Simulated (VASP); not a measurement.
# PbSe in VASP 6.6.1, single-point calculation

INCAR

```
ENCUT = 520
NELM = 120
LCHARG = .FALSE.
EDIFF = 1E-7
LREAL = .FALSE.
IBRION = -1
NBANDS = 17
ISMEAR = -4
SIGMA = 0.1
ISIF = 2
PREC = Accurate
LWAVE = .FALSE.
LASPH = .TRUE.
GGA = PE
NSW = 0
```

KPOINTS

```
KPOINTS created by Atomic Simulation Environment
0
Gamma
8 8 8
0 0 0
```

POSCAR

```
Pb Se
 1.0000000000000000
     0.0000000000000000    3.0838099359000002    3.0696893647999999
     3.0838099359000002    0.0000000000000000    3.0696893647999999
     3.0838099359000002    3.0838099359000002    0.0000000000000000
 Pb  Se
   1   1
Cartesian
  0.0000000000000000  0.0000000000000000  0.0000000000000000
  3.0838099359000002  3.0838099359000002  3.0696893648000008
```

The recommended PBE PAW datasets give the neutral cell 20 valence electrons.

Command

```
mpirun -np 1 vasp_std
```

OSZICAR

```
N       E                     dE             d eps       ncg     rms          rms(c)
DAV:   1     0.156370871078E+03    0.15637E+03   -0.95734E+03  2006   0.120E+03
DAV:   2     0.313405352465E+01   -0.15324E+03   -0.14890E+03  2083   0.306E+02
DAV:   3    -0.822809973613E+01   -0.11362E+02   -0.11290E+02  2699   0.885E+01
DAV:   4    -0.848268143388E+01   -0.25458E+00   -0.25441E+00  2449   0.149E+01
DAV:   5    -0.849145507933E+01   -0.87736E-02   -0.87733E-02  2930   0.266E+00    0.274E+00
DAV:   6    -0.819210100252E+01    0.29935E+00   -0.74406E-01  3055   0.581E+00    0.153E+00
DAV:   7    -0.818759611657E+01    0.45049E-02   -0.12283E-01  2448   0.166E+00    0.850E-01
DAV:   8    -0.819116376184E+01   -0.35676E-02   -0.13818E-02  2431   0.127E+00    0.177E-01
DAV:   9    -0.819064922026E+01    0.51454E-03   -0.29472E-03  3053   0.519E-01    0.539E-02
DAV:  10    -0.819072646644E+01   -0.77246E-04   -0.23070E-04  2386   0.868E-02    0.198E-02
DAV:  11    -0.819073361290E+01   -0.71465E-05   -0.60590E-05  2658   0.785E-02    0.874E-03
DAV:  12    -0.819073359476E+01    0.18140E-07   -0.32998E-06  2510   0.120E-02    0.231E-03
DAV:  13    -0.819073361810E+01   -0.23339E-07   -0.19294E-07  2484   0.386E-03
   1 F= -.81907336E+01 E0= -.81907336E+01  d E =0.000000E+00
```

From OUTCAR

```
k-points           NKPTS =     59   k-points in BZ     NKDIM =     59   number of bands    NBANDS=     17

   NELECT =      20.0000    total number of electrons

   dimension x,y,z NGX =    32 NGY =   32 NGZ =   32
   dimension x,y,z NGXF=    64 NGYF=   64 NGZF=   64

  energy-cutoff  :      520.00
  volume of cell :       58.38
      direct lattice vectors                 reciprocal lattice vectors
     0.000000000  3.083809936  3.069689365    -0.162137100  0.162137100  0.162882931
     3.083809936  0.000000000  3.069689365     0.162137100 -0.162137100  0.162882931
     3.083809936  3.083809936  0.000000000     0.162137100  0.162137100 -0.162882931

 k-points in reciprocal lattice and weights: KPOINTS created by Atomic Simulation Env
   0.00000000  0.00000000  0.00000000       0.002
   0.12500000  0.00000000  0.00000000       0.016
   0.25000000  0.00000000  0.00000000       0.016
   0.37500000  0.00000000  0.00000000       0.016
   0.50000000  0.00000000  0.00000000       0.008
   0.12500000  0.12500000  0.00000000       0.004
   0.25000000  0.12500000  0.00000000       0.016
   0.37500000  0.12500000  0.00000000       0.016
   ...

 E-fermi :   4.8941

 k-point     1 :       0.0000    0.0000    0.0000
  band No.  band energies     occupation
      1     -11.9618      2.00000
      2     -11.9604      2.00000
      3     -11.9604      2.00000
      4     -11.9574      2.00000
      5     -11.9546      2.00000
      6      -8.5952      2.00000
      7      -1.4851      2.00000
      8       3.0236      2.00000
      9       3.0640      2.00000
     10       3.0640      2.00000
     11       9.4843      0.00000
     12       9.4843      0.00000
     13       9.5883      0.00000
     14      11.3936      0.00000
     15      11.3936      0.00000
     16      11.4209      0.00000
     17      13.0940      0.00000

 k-point     2 :       0.1250    0.0000    0.0000
  band No.  band energies     occupation
      1     -11.9614      2.00000
      2     -11.9610      2.00000
      3     -11.9598      2.00000
      4     -11.9551      2.00000
      5     -11.9544      2.00000
      6      -8.4807      2.00000
      7      -1.8546      2.00000
      8       3.0782      2.00000
      9       3.1015      2.00000
     10       3.3074      2.00000
     11       8.4768      0.00000
     12       8.8361      0.00000
     13       8.9011      0.00000
     14      11.2209      0.00000
     15      11.7325      0.00000
     16      11.7459      0.00000
     17      14.1039      0.00000

 k-point     3 :       0.2500    0.0000    0.0000
  band No.  band energies     occupation
      1     -11.9690      2.00000
      2     -11.9674      2.00000
      3     -11.9591      2.00000
      4     -11.9448      2.00000
      5     -11.9443      2.00000
      6      -8.1670      2.00000
      7      -2.6799      2.00000
      8       3.2011      2.00000
      9       3.2118      2.00000
     10       3.8315      2.00000
     11       7.0135      0.00000
     12       7.7487      0.00000
     13       7.7963      0.00000
     14      11.4060      0.00000
     15      12.5926      0.00000
     16      12.5951      0.00000
     17      15.9692      0.00000

 ...

  Total        0.4502564      0.4502564      0.6501821      0.0000000     -0.0000000      0.0000000
  in kB       12.3557984     12.3557984     17.8421003      0.0000000     -0.0000000      0.0000000
  external PRESSURE =      14.1845657 kB  Pullay stress =       0.0000000 kB

 POSITION                                       TOTAL-FORCE (eV/Angst)
 -----------------------------------------------------------------------------------
      0.00000      0.00000      0.00000         0.000000     -0.000000      0.000000
      3.08381      3.08381      3.06969        -0.000000      0.000000      0.000000
 -----------------------------------------------------------------------------------
    total drift:                                0.000000     -0.000000     -0.000000

  FREE ENERGIE OF THE ION-ELECTRON SYSTEM (eV)
  ---------------------------------------------------
  free  energy   TOTEN  =        -8.1907336181 eV

  energy  without entropy=       -8.1907336181  energy(sigma->0) =       -8.19073362
```

It converged. Results: gap between bands v and c on the k mesh 0.35 eV; least direct gap on the k mesh 0.35 eV; pressure 1.4 GPa. Band v is the last that the valence electrons fill when counted band by band, and c is the next.

For comparison, a separate PBE run of the intended cell, on usual settings and not on those above, gives a gap of 0.35 eV on its mesh and a pressure of 1.4 GPa.

The run above took about 51 s on one core of a shared host (Intel Xeon Platinum 8488C) and held 0.21 GiB at most.
